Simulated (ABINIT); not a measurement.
The system is B.

```
CELL_PARAMETERS angstrom
1.88524 0.00000 0.00000
0.00000 1.88524 0.00000
0.00000 0.00000 1.88524
ATOMIC_POSITIONS crystal
B 0.50000 0.50000 0.50000
```

The cell was built by a generator and needn't be a form met in nature.

Base run:

```yaml
Program: ABINIT 10.8.3 (patched build)
Functional: PBEsol
Potentials_or_basis: Ansatz PAW PBE default generated set, frozen core
Cutoff: 327 eV
k_mesh: 10 × 10 × 10
Occupations: fermi-dirac, width 0.05 eV
Spin: no spin polarisation
```

Its results: band gap on the k mesh none (metal or under the smearing width); pressure -6.3 GPa.

Q: The run is repeated on the same cell with these changes: potentials or basis from Ansatz PAW PBE default generated set, frozen core to PseudoDojo NC SR PBEsol v0.4.1 standard; cutoff from 327 eV to 1034 eV. What comes out?

A: Band gap on the k mesh none (metal or under the smearing width); pressure -2.7 GPa.

Caveats: the atomic spheres overlap (some runs); the PAW data sets were made with another functional, which shifts forces and pressure a little (some runs).
